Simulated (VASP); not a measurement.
Wanted: the native input for a VASP 6.6.1 run.

```
Task                   : relaxation of the atoms
Functional             : PBEsol
Potentials or basis    : VASP PAW PBE potentials, release 64 (W_sv, C)
Cutoff                 : 520 eV
k mesh                 : 10 × 10 × 6
Occupations            : gaussian, width 0.05 eV
Spin                   : no spin polarisation
Further INCAR settings : ALGO = Normal; EDIFF = 1e-06; IBRION = 2; EDIFFG = -0.01; NSW = 60
```

The structure of WC lies in POSCAR:

```
WC
1.0
    1.6403461100     -2.1180379000      0.0000000000
    1.6403461100      2.1180379000      0.0000000000
    0.0000000000      0.0000000000      4.3094211000
W C
1 1
Direct
    0.5000000000      0.5000000000      0.5000000000
    0.0000000000      0.0000000000      0.0000000000
```

The cell was built by a generator and needn't be a form met in nature.

One way to write it, as run:

INCAR

```
SYSTEM = WC
  PREC = Accurate
  ENCUT = 520
  EDIFF = 1E-6
  ISMEAR = 0
  SIGMA = 0.05
  LREAL = .FALSE.
  LASPH = .TRUE.
  NELM = 60
  ALGO = Normal
  ISIF = 2
  LWAVE = .FALSE.
  LCHARG = .FALSE.
  GGA = PS
  IBRION = 2
  NSW = 60
  EDIFFG = -0.01
```

KPOINTS

```
Automatic mesh
0
G
  10 10 6
  0 0 0
```

Potentials or basis: VASP PAW PBE potentials, release 64 (W_sv, C).

The run is started by

```bash
$ cat potpaw_PBE.64/W_sv/POTCAR potpaw_PBE.64/C/POTCAR > POTCAR
$ mpirun -np 1 vasp_std > vasp.out
```

Results of the run:

```yaml
Pressure_after_relaxing: -37.6 GPa
Band_gap_on_the_k_mesh: none (metal or under the smearing width)
```

Caveat: the relaxation stopped at its first step, so nothing moved; a pressure of tens of GPa on the cell as given is suspect, and the run, the potentials or the cell itself is likely at fault; the PAW data sets were made with another functional, which shifts forces and pressure a little.

Wall time 36 s on 1 thread of AMD EPYC 7R43 64-Core Processor (Zen 3), with other jobs on the host, peak memory 0.14 GiB.
